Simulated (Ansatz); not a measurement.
**Sn: enthalpy against pressure**

Sn, Fd-3m, a = 6.565 Å. Ansatz: r2SCAN, PAW, 500 eV, Γ-centred 12×12×12 mesh on 2 atoms, Gaussian smearing 0.10 eV; no spin polarisation. Cell and atoms are relaxed at each pressure, and no other structure is tried, so the rows at high pressure may lie past a change of phase. y is the enthalpy over the state at zero pressure; there V0 = 35.361 Å³/atom. The pressures are the targets, met within 0.07 GPa.

| P (GPa) | y (eV/atom) |
| --- | --- |
| -2.0 | -0.4531 |
| 0.0 | 0.0000 |
| 2.0 | 0.4323 |
| 5.0 | 1.0511 |
| 10.0 | 2.0235 |
| 20.0 | ? |
| 40.0 | 7.0234 |

Fit y = c1 P + c2 P² + c3 P³ to the other rows, say what c1 and c2 mean, and predict the missing value.

Least squares on the rows shown. y = 0.22066 P − 0.0020808 P² + 2.3849×10⁻⁵ P³. Since dH/dP = V, c1 is V0: 0.22066 eV/GPa × 160.2 = 35.350 Å³ against 35.361; c2 = −V0/(2B0) gives B0 = 53 GPa, where a Birch–Murnaghan fit to the volumes of the same runs (not shown) gives 43 GPa: a cubic over this range folds the higher terms into c2. Above P = −c2/(3 c3) = 29 GPa the cubic's slope, the volume, would rise with pressure, so the form fails there. At P = 20.0 the fit asked for gives 3.7717 eV/atom. The run gave 3.8162 eV/atom, so the fit is 0.0445 eV/atom too low, 0.6 % of the span of the series, against an rms of 0.0021 eV/atom on the fitted rows. With a term in P⁴ added, a fit to the same known rows predicts 3.8545 eV/atom, which misses by about as much or more on the other side: the known rows don't fix the higher terms.